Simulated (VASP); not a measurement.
## BaZrO3 in VASP 6.6.1, single-point calculation

INCAR

```
LASPH = .FALSE.
ISIF = 2
LWAVE = .FALSE.
PREC = Accurate
SIGMA = 0.02
NELECT = 39.9
ENCUT = 520
LREAL = .FALSE.
GGA = PE
EDIFF = 1E-7
NELM = 120
ISMEAR = -1
IBRION = -1
NSW = 0
LCHARG = .FALSE.
NBANDS = 28
```

KPOINTS

```
KPOINTS created by Atomic Simulation Environment
0
Gamma
6 6 6
0 0 0
```

POSCAR

```
Ba Zr O
 1.0000000000000000
     4.2053549142000000    0.0000000000000000    0.0000000000000000
     0.0000000000000000    4.2053549142000000    0.0000000000000000
     0.0000000000000000    0.0000000000000000    4.0791942668000001
 Ba  Zr  O
   1   1   3
Cartesian
  0.0000000000000000  0.0000000000000000  0.0000000000000000
  2.1026774570999995  2.1026774570999995  2.0395971333999996
  2.1026774570999995  2.1026774570999995  0.0000000000000000
  2.1026774570999995  0.0000000000000000  2.0395971333999996
  0.0000000000000000  2.1026774570999995  2.0395971333999996
```

The recommended PBE PAW datasets give the neutral cell 40 valence electrons.

Command

```
mpirun -np 1 vasp_std
```

OSZICAR

```
N       E                     dE             d eps       ncg     rms          rms(c)
DAV:   1     0.306707141958E+03    0.30671E+03   -0.21221E+04  2240   0.136E+03
DAV:   2    -0.287584185663E+02   -0.33547E+03   -0.32591E+03  2804   0.352E+02
DAV:   3    -0.486911101055E+02   -0.19933E+02   -0.19837E+02  3584   0.800E+01
DAV:   4    -0.491717215225E+02   -0.48061E+00   -0.47992E+00  3032   0.103E+01
DAV:   5    -0.491812854852E+02   -0.95640E-02   -0.95633E-02  3188   0.116E+00    0.301E+01
DAV:   6    -0.420273507060E+02    0.71539E+01   -0.35694E+01  2628   0.378E+01    0.134E+01
DAV:   7    -0.419817422545E+02    0.45608E-01   -0.25562E+00  3156   0.877E+00    0.807E+00
DAV:   8    -0.419767612935E+02    0.49810E-02   -0.31160E-01  2640   0.407E+00    0.779E-01
DAV:   9    -0.419711158051E+02    0.56455E-02   -0.62278E-02  2844   0.146E+00    0.469E-01
DAV:  10    -0.419711394538E+02   -0.23649E-04   -0.87931E-03  2928   0.674E-01    0.312E-01
DAV:  11    -0.419718508611E+02   -0.71141E-03   -0.31144E-03  3008   0.456E-01    0.741E-02
DAV:  12    -0.419718244908E+02    0.26370E-04   -0.23352E-04  2684   0.126E-01    0.257E-02
DAV:  13    -0.419718541421E+02   -0.29651E-04   -0.58976E-05  2568   0.540E-02    0.116E-02
DAV:  14    -0.419718563514E+02   -0.22093E-05   -0.67862E-06  3248   0.151E-02    0.394E-03
DAV:  15    -0.419718560702E+02    0.28121E-06   -0.13690E-06  2632   0.870E-03    0.656E-04
DAV:  16    -0.419718561498E+02   -0.79632E-07   -0.37481E-08  1708   0.135E-03
   1 F= -.41971856E+02 E0= -.41971064E+02  d E =-.158366E-02
```

From OUTCAR

```
k-points           NKPTS =     40   k-points in BZ     NKDIM =     40   number of bands    NBANDS=     28

   NELECT =      39.9000    total number of electrons

   dimension x,y,z NGX =    32 NGY =   32 NGZ =   30
   dimension x,y,z NGXF=    64 NGYF=   64 NGZF=   60

  energy-cutoff  :      520.00
  volume of cell :       72.14
      direct lattice vectors                 reciprocal lattice vectors
     4.205354914  0.000000000  0.000000000     0.237792058  0.000000000  0.000000000
     0.000000000  4.205354914  0.000000000     0.000000000  0.237792058  0.000000000
     0.000000000  0.000000000  4.079194267     0.000000000  0.000000000  0.245146452

 k-points in reciprocal lattice and weights: KPOINTS created by Atomic Simulation Env
   0.00000000  0.00000000  0.00000000       0.005
   0.16666667  0.00000000  0.00000000       0.019
   0.33333333  0.00000000  0.00000000       0.019
   0.50000000  0.00000000  0.00000000       0.009
   0.16666667  0.16666667  0.00000000       0.019
   0.33333333  0.16666667  0.00000000       0.037
   0.50000000  0.16666667  0.00000000       0.019
   0.33333333  0.33333333  0.00000000       0.019
   ...

 E-fermi :   3.8216

 k-point     1 :       0.0000    0.0000    0.0000
  band No.  band energies     occupation
      1     -42.9648      2.00000
      2     -21.2569      2.00000
      3     -21.1966      2.00000
      4     -21.1381      2.00000
      5     -21.1381      2.00000
      6     -12.5911      2.00000
      7     -12.2833      2.00000
      8     -12.1792      2.00000
      9      -6.4294      2.00000
     10      -6.4294      2.00000
     11      -6.3527      2.00000
     12       2.4068      2.00000
     13       2.4068      2.00000
     14       2.5958      2.00000
     15       2.8514      2.00000
     16       2.8514      2.00000
     17       2.9454      2.00000
     18       3.6631      1.99928
     19       3.6631      1.99928
     20       3.7311      1.97854
     21       7.0861      0.00000
     22       7.2240      0.00000
     23       7.2240      0.00000
     24       8.5376      0.00000
     25       8.7891      0.00000
     26      10.0272      0.00000
     27      11.3920      0.00000
     28      11.8309      0.00000

 k-point     2 :       0.1667    0.0000    0.0000
  band No.  band energies     occupation
      1     -42.9640      2.00000
      2     -21.3521      2.00000
      3     -21.1949      2.00000
      4     -21.1363      2.00000
      5     -21.0901      2.00000
      6     -12.6241      2.00000
      7     -12.2556      2.00000
      8     -11.9979      2.00000
      9      -6.4137      2.00000
     10      -6.3673      2.00000
     11      -6.3356      2.00000
     12       2.0018      2.00000
     13       2.2867      2.00000
     14       2.4966      2.00000
     15       2.6411      2.00000
     16       2.6539      2.00000
     17       2.7127      2.00000
     18       3.0110      2.00000
     19       3.5767      1.99999
     20       3.6523      1.99958
     21       7.3179      0.00000
     22       7.6892      0.00000
     23       7.8099      0.00000
     24       8.9617      0.00000
     25       9.2253      0.00000
     26      10.6115      0.00000
     27      11.6920      0.00000
     28      12.3000      0.00000

 ...

  Total        2.0843702      2.0843702      5.8627833      0.0000000     -0.0000000      0.0000000
  in kB       46.2919792     46.2919792    130.2071174      0.0000000     -0.0000000      0.0000000
  external PRESSURE =      74.2636919 kB  Pullay stress =       0.0000000 kB

 POSITION                                       TOTAL-FORCE (eV/Angst)
 -----------------------------------------------------------------------------------
      0.00000      0.00000      0.00000         0.000000      0.000000      0.000000
      2.10268      2.10268      2.03960         0.000000      0.000000      0.000000
      2.10268      2.10268      0.00000         0.000000      0.000000      0.000000
      2.10268      0.00000      2.03960         0.000000      0.000000      0.000000
      0.00000      2.10268      2.03960         0.000000      0.000000      0.000000
 -----------------------------------------------------------------------------------
    total drift:                                0.000000     -0.000000     -0.000000

  FREE ENERGIE OF THE ION-ELECTRON SYSTEM (eV)
  ---------------------------------------------------
  free  energy   TOTEN  =       -41.9718561498 eV

  energy  without entropy=      -41.9702724863  energy(sigma->0) =      -41.97106432
```

It converged. Results: pressure 7.4 GPa.

The cell is charged and sits in a uniform background.

For comparison, a separate PBE run of the intended cell, on usual settings and not on those above, gives a gap of 3.12 eV on its mesh and a pressure of 9.0 GPa.

The run above took about 66 s on one core of a shared host (Intel Xeon Platinum 8488C) and held 0.23 GiB at most.
